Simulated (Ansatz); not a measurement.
Space group Pm-3m (No. 221). a = 5.735 Å, b = 5.735 Å, c = 5.735 Å, α = 90.00°, β = 90.00°, γ = 90.00°
```
atom site symmetry x y z
  Cs    1a m-3m  0.0000  0.0000  0.0000
  Pb    1b m-3m  0.5000  0.5000  0.5000
  Cl    3c    4/mm.m  0.5000  0.5000  0.0000
```

Equation of state of this CsPbCl$_{3}$ structure (not necessarily the ground state), with shape and atoms relaxed at each volume where symmetry leaves them free. Method: Ansatz, DFT PBE, scalar-relativistic, plane waves, PAW.

Plane waves to 420 eV, a k mesh through Γ of 6×6×6 on the computed 5-atom cell and Gaussian smearing (0.02 eV); no spin polarisation.

| V (Å³/atom) | E − E(largest V) (meV/atom) | P (GPa) | gap on mesh (eV) |
| --- | --- | --- | --- |
| 35.467 | 2.22 | 1.57 | 1.96 |
| 36.599 | -5.76 | 0.72 | 2.09 |
| 37.730 | -8.24 | 0.00 | 2.21 |
| 38.862 | -6.08 | -0.60 | 2.31 |
| 39.994 | 0.00 | -1.11 | 2.40 |

Task: Fit a third-order Birch–Murnaghan equation to E(V).

Result: V0 = 37.74 Å³/atom, B0 = 22 GPa, B0' = 4.7.

Spin-orbit coupling is left out, which matters for the bands of heavy elements.

The gaps are read on the mesh, which can miss the band edges, so they can be too wide.

Symmetry holds off the tilts and polar distortions that many cubic perovskites undergo.